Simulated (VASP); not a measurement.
Si:

```
CELL_PARAMETERS angstrom
2.62054 0.00000 0.00000
-1.31027 2.26946 0.00000
0.00000 0.00000 2.46635
ATOMIC_POSITIONS crystal
Si 0.00000 0.00000 0.00000
```

This isn't the form of Si at room conditions, which is diamond.

```yaml
Program: VASP 6.6.1
Task: relaxation of cell and atoms
Functional: RPBE
Dispersion: D3(BJ)
Potentials_or_basis: VASP PAW PBE potentials, release 64 (Si)
Cutoff: 600 eV
k_mesh: 12 × 12 × 11
Occupations: fermi-dirac, width 0.05 eV
Spin: no spin polarisation
```

At the start: pressure -19.8 GPa; volume 14.67 Å³/atom.

**Question.** How do energy, volume and symmetry change on relaxing?

**Answer.** Over 6 steps the energy falls by 155.2 meV/atom and the volume is 12.51 Å³/atom (-14.7 %); space group P6/mmm (No. 191, to 0.05 Å).

The path:
```tsv
step	energy change (eV)	largest force (eV/Å)	pressure (GPa)	volume (Å³)
1	0.0000	0.0000	-19.83	14.67
2	-0.0531	0.0000	25.92	11.14
3	-0.1552	0.0000	-0.33	12.54
4	-0.1552	0.0000	0.23	12.50
5	-0.1552	0.0000	0.12	12.51
6	-0.1552	0.0000	0.18	12.51
```

Final structure:
```cif
data_structure
_symmetry_space_group_name_H-M 'P 1'
_symmetry_Int_Tables_number 1
_cell_length_a 2.4727
_cell_length_b 2.4727
_cell_length_c 2.3619
_cell_angle_alpha 90.000
_cell_angle_beta 90.000
_cell_angle_gamma 120.000
_cell_volume 12.51
loop_
_atom_site_label
_atom_site_type_symbol
_atom_site_fract_x
_atom_site_fract_y
_atom_site_fract_z
_atom_site_occupancy
Si1 Si 0.00000 0.00000 0.00000 1
```

Caveat: the PAW data sets were made with another functional, which shifts forces and pressure a little; pairwise dispersion overbinds metals, which lowers pressure and volume.
